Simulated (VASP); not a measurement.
SnTe in VASP 6.6.1, single-point calculation

INCAR

```
NELM = 120
NBANDS = 17
IBRION = -1
METAGGA = MBJ
NSW = 0
ISIF = 2
LASPH = .TRUE.
PREC = High
ISMEAR = -1
ENCUT = 520
SIGMA = 0.02
EDIFF = 0.0001
LREAL = .FALSE.
LCHARG = .FALSE.
LWAVE = .FALSE.
```

KPOINTS

```
KPOINTS created by Atomic Simulation Environment
0
Gamma
8 8 8
0 0 0
```

POSCAR

```
Sn Te
 1.0000000000000000
     0.0000000000000000    3.1255437384999998    3.1959148668999999
     3.1255437384999998    0.0000000000000000    3.1959148668999999
     3.1255437384999998    3.1255437384999998    0.0000000000000000
 Sn  Te
   1   1
Cartesian
  0.0000000000000000  0.0000000000000000  0.0000000000000000
  3.1255437384999993  3.1255437384999993  3.1959148668999995
```

The recommended PBE PAW datasets give the neutral cell 20 valence electrons.

Command

```
mpirun -np 1 vasp_std
```

Problem. How does this run end, and what does it give?

Solution. It converged. Results: gap between bands v and c on the k mesh 0.09 eV; least direct gap on the k mesh 0.09 eV. Band v is the last that the valence electrons fill when counted band by band, and c is the next.

OSZICAR

```
N       E                     dE             d eps       ncg     rms          rms(c)
DAV:   1     0.745896289015E+03    0.74590E+03   -0.92450E+03  2044   0.134E+03
DAV:   2     0.627314539608E+03   -0.11858E+03   -0.11495E+03  2144   0.327E+02
DAV:   3     0.617136177870E+03   -0.10178E+02   -0.10007E+02  2486   0.841E+01
DAV:   4     0.616852148043E+03   -0.28403E+00   -0.28380E+00  2460   0.147E+01
DAV:   5     0.616839395076E+03   -0.12753E-01   -0.12752E-01  2960   0.292E+00    0.676E+00
DAV:   6     0.617055252582E+03    0.21586E+00   -0.74064E+00  2591   0.259E+01    0.317E+00
DAV:   7     0.617621258731E+03    0.56601E+00   -0.91894E-01  2100   0.687E+00    0.208E+00
DAV:   8     0.617698238747E+03    0.76980E-01   -0.18470E-01  2262   0.353E+00    0.126E+00
DAV:   9     0.617898181515E+03    0.19994E+00   -0.48330E-02  2561   0.218E+00    0.719E-01
DAV:  10     0.617907725294E+03    0.95438E-02   -0.12909E-02  2718   0.128E+00    0.673E-01
...
DAV:  16     0.617974942308E+03    0.57376E-02   -0.30533E-05  1060   0.396E-02    0.279E-02
DAV:  17     0.617976393892E+03    0.14516E-02   -0.32316E-05  1042   0.500E-02    0.195E-02
DAV:  18     0.617977096226E+03    0.70233E-03   -0.26618E-06  1026   0.118E-02    0.180E-02
DAV:  19     0.617976990424E+03   -0.10580E-03   -0.48885E-07  1022   0.517E-03    0.187E-02
DAV:  20     0.617977427361E+03    0.43694E-03   -0.31763E-07  1021   0.473E-03    0.150E-02
DAV:  21     0.617979402478E+03    0.19751E-02   -0.54542E-06  1019   0.177E-02    0.101E-02
DAV:  22     0.617979645733E+03    0.24326E-03   -0.14259E-06  1017   0.656E-03    0.663E-03
DAV:  23     0.617980223156E+03    0.57742E-03   -0.53123E-07  1015   0.514E-03    0.770E-03
DAV:  24     0.617980124394E+03   -0.98762E-04   -0.19569E-07  1010   0.357E-03
   1 F= 0.61798012E+03 E0= 0.61798022E+03  d E =-.196259E-03
```

The MBJ potential has no energy functional, so only its levels carry meaning.

For comparison, a separate PBE run of the intended cell, on usual settings and not on those above, gives a gap of 0.13 eV on its mesh and a pressure of 2.4 GPa.
